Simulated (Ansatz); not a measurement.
Strain response of Si$_{7}$Ge

All numbers below come from Ansatz, DFT PBEsol, scalar-relativistic, plane waves, PAW. (420 eV cutoff, 8×8×8 k-mesh, Gaussian smearing of 0.01 eV, no spin polarisation)

Starting point, cell and atoms relaxed:

```
Si Ge
1.0
     5.45918    0.00000    0.00000
     0.00000    5.45918    0.00000
     0.00000    0.00000    5.45918
Si Ge
7 1
Direct
  0.25260 0.25260 0.25260
  0.00000 0.50000 0.50000
  0.50000 0.50000 0.00000
  0.50000 0.00000 0.50000
  0.74740 0.25260 0.74740
  0.74740 0.74740 0.25260
  0.25260 0.74740 0.74740
  0.00000 0.00000 0.00000
```

Deformation: shear that moves c along a by the strain times its height over the a-b plane, the cell held and the atoms relaxed, all within the symmetry that the strain leaves. Energies are extrapolated to zero smearing. Stress is positive in compression, on the Cartesian axes of the cell above. Gaps are Kohn–Sham gaps over the whole zone.

```
strain (%)  ΔE (meV/atom) a (Å) b (Å) c (Å)  σxx (GPa)  σyy (GPa)  σzz (GPa)  σyz (GPa)  σxz (GPa)  σxy (GPa) gap (eV)
      +0.0            0.0  5.459  5.459  5.459       0.00       0.00       0.00       0.00       0.00       0.00      0.28
      +2.0            1.8  5.459  5.459  5.460      -0.01      -0.02       0.03       0.00      -1.45       0.00      0.17
      +4.0            7.4  5.459  5.459  5.464      -0.05      -0.07       0.10       0.00      -2.89       0.00      0.02
      +6.0           16.4  5.459  5.459  5.469      -0.14      -0.20       0.20       0.00      -4.22       0.00     metal
      +8.0           28.9  5.459  5.459  5.477      -0.24      -0.36       0.36       0.00      -5.59       0.00     metal
     +12.0           62.8  5.459  5.459  5.498      -0.66      -1.02       0.56       0.00      -7.66       0.00     metal
```